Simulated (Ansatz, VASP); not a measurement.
**PtS2 in VASP and in Ansatz**

Contents of INCAR:

```
ALGO     = Normal         # electronic algorithm
EDIFF    = 1E-7           # SCF threshold, eV
ENCUT    = 520            # plane-wave cutoff, eV
GGA      = PS             # functional
ISIF     = 2              # what is computed and relaxed
ISMEAR   = -1             # smearing method
LASPH    = True           # aspherical terms in the spheres
LCHARG   = True           # write CHGCAR
LELF     = True           # ELF
LREAL    = False          # projectors in reciprocal space
LVHAR    = True         
LWAVE    = False          # write WAVECAR
NBANDS   = 18             # bands
NELM     = 100            # most SCF steps
PREC     = Accurate       # precision mode
SIGMA    = 0.05           # smearing width, eV
```

Contents of KPOINTS:

```
k-points
0
Gamma
  9 9 5
```

POSCAR

```
PtS2
1.0
    3.4953130487      0.0000000000      0.0000000000
   -1.7476565244      3.0270298944      0.0000000000
    0.0000000000      0.0000000000      4.9706997601
Pt S
1 2
Direct
    0.0000000000      0.0000000000      0.0000000000
    0.6666666667      0.3333333333      0.7730000000
    0.3333333333      0.6666666667      0.2270000000
```

Contents of input.yaml:

```yaml
crystal:
  lattice:
    - [3.4953130487, 0.0, 0.0]
    - [-1.7476565244, 3.0270298944, 0.0]
    - [0.0, 0.0, 4.9706997601]
  atoms:
    - { symbol: Pt, position: [0.0, 0.0, 0.0] }
    - { symbol: S, position: [0.6666666667, 0.3333333333, 0.773] }
    - { symbol: S, position: [0.3333333333, 0.6666666667, 0.227] }
kpoints:
  mp_grid: { grid: [9, 9, 5] }
scf:
  occupations: { method: fermi_dirac, width: 0.05 }
hamiltonian:
  xc: pbesol
  pseudopotentials: { kind: all_electron, lapw: { basis_error: 0.001 } }
output:
  forces: true
  stress: true
  eigenvalues: true
```

Change from the starting cell: volume scaled by 0.96.

Alike in both runs: task single point; functional PBEsol; k mesh 9 × 9 × 5; occupations fermi-dirac, width 0.05 eV; no spin polarisation.

|  | VASP | Ansatz |
| --- | --- | --- |
| version | VASP 6.6.1 | Ansatz 0.2.0 |
| potentials or method | VASP PAW PBE potentials, release 64 (Pt, S) | all-electron LAPW, scalar-relativistic |
| plane-wave cutoff (eV) | 520 | see its input |

|  | VASP | Ansatz | Ansatz less VASP |
| --- | --- | --- | --- |
| gap on the k mesh at the Fermi level (eV) | 1.01 | 1.00 | -0.010 |
| least direct gap on the mesh (eV) | 1.05 | 1.04 | -0.007 |
| pressure (GPa) | 13.6 | 14.0 | +0.33 |
| largest component of the traceless stress (GPa) | 2.74 | 2.90 | +0.160 |
| rms of the force components (eV/Å) | 0.755 | 0.765 | +0.0106 |

Atom by atom the forces differ by 0.011 eV/Å (rms over components). Ansatz ran all-electron here, so the differences hold the error of VASP's frozen core and of both bases.

Caveats: spin-orbit coupling is left out, which moves the levels of the heavy elements; an odd mesh through Γ misses points on the zone boundary, where band edges often lie; the PAW data sets were made with another functional, which shifts forces and pressure a little (VASP); forces of over 1 eV/Å show positions far from the minimum, so gaps and moduli don't describe the material at rest (Ansatz).
